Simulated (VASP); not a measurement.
# GaAs: relaxation of cell and atoms with PBE

Crystal: GaAs.

```xyz
2
Lattice="0.0000 2.5431 2.5431 2.5431 0.0000 2.5431 2.5431 2.5431 0.0000" Properties=species:S:1:pos:R:3 pbc="T T T"
Ga    0.0000    0.0000    0.0000
As    2.5431    2.5431    2.5431
```

The cell was built by a generator and needn't be a form met in nature.

```json
{
  "Program": "VASP 6.6.1",
  "Task": "relaxation of cell and atoms",
  "Functional": "PBE",
  "Potentials or basis": "VASP PAW PBE potentials, release 64 (Ga_d, As)",
  "Cutoff": "600 eV",
  "k mesh": "8 × 8 × 8",
  "Occupations": "fermi-dirac, width 0.02 eV",
  "Spin": "no spin polarisation",
  "Dipole correction": "no",
  "Further INCAR settings": "ALGO = Normal; EDIFF = 1e-07; IBRION = 2; EDIFFG = -0.005; NSW = 80; ISIF = 3"
}
```

```json
{"Relaxed volume": "19.72 Å³/atom", "Relaxed cell": "a = 3.821 Å, b = 3.821 Å, c = 3.821 Å, α = 60.00°, β = 60.00°, γ = 60.00°", "Space group after relaxing (to 0.05 Å)": "Fm-3m (No. 225)", "Energy gained by relaxing": "163.8 meV/atom", "Ionic steps": "5", "Pressure after relaxing": "0.0 GPa", "Band gap on the k mesh": "none (metal or under the smearing width)"}
```

Step by step:
```tsv
step	energy change (eV)	largest force (eV/Å)	pressure (GPa)	volume (Å³)
1	0.0000	0.0000	19.20	32.89
2	-0.2625	0.0000	-5.10	43.19
3	-0.3277	0.0000	0.14	39.35
4	-0.3277	0.0000	-0.07	39.49
5	-0.3277	0.0000	-0.01	39.44
```

Final structure:
```
Ga As
1.0
     0.00000    2.70175    2.70175
     2.70175    0.00000    2.70175
     2.70175    2.70175    0.00000
Ga As
1 1
Direct
  0.00000 0.00000 0.00000
  0.50000 0.50000 0.50000
```

Levels at points of the mesh, in eV from the Fermi level:
| k point | band 7 | band 8 | band 9 | band 10 | band 11 | band 12 |
| --- | --- | --- | --- | --- | --- | --- |
| (0.00, 0.00, 0.00) | -0.18 | 0.03 | 0.03 | 0.03 | 7.32 | 7.32 |
| (0.50, 0.00, 0.00) | -7.51 | 0.22 | 0.22 | 2.65 | 2.99 | 2.99 |
| (0.50, 0.50, 0.00) | -5.41 | -3.60 | -2.50 | -2.50 | 3.65 | 9.94 |

Run time: 2 min on 1 thread of Intel(R) Xeon(R) Platinum 8488C (Sapphire Rapids), on a shared host, peak memory 0.18 GiB.

Caveat: the volume moved by over 15 % at a fixed basis, so the end points are rough.
